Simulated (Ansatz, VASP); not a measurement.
AlNi in VASP and in Ansatz

```xyz
2
Lattice="2.8300 0.0000 0.0000 0.0000 2.8300 0.0000 0.0000 0.0000 2.9081" Properties=species:S:1:pos:R:3 pbc="T T T"
Al    0.0000    0.0000    0.0000
Ni    1.4150    1.4150    1.4540
```

Change from the starting cell: biaxial strain in the a-b plane, c and atoms relaxed: -1.0 %.

Alike in both runs: functional PBEsol; k mesh 18 × 18 × 18; occupations gaussian, width 0.1 eV; no spin polarisation.

Ansatz relaxed the structure, and its values are those at the end. VASP's run is a single point on that final structure, the one shown.

```csv
,VASP,Ansatz
version,VASP 6.6.1,Ansatz 0.2.0
potentials or method,"VASP PAW PBE potentials, release 64 (Al, Ni)","scalar-relativistic, plane waves, PAW"
plane-wave cutoff (eV),520,420
valence electrons in the cell,13,21
```

|  | VASP | Ansatz | Ansatz less VASP |
| --- | --- | --- | --- |
| gap on the k mesh at the Fermi level (eV) | none | none | - |
| pressure (GPa) | 1.3 | 1.2 | -0.11 |

A gap of «none» marks a metal or a gap that the smearing closes. The functional is the same, so the differences come from potentials, cutoffs and numerics. The two sets of potentials don't hold the same shells in valence.

Caveats: the PAW data sets were made with another functional, which shifts forces and pressure a little (VASP). Spin polarisation is off, so any magnetic state and its effect on volume and gap are missing.
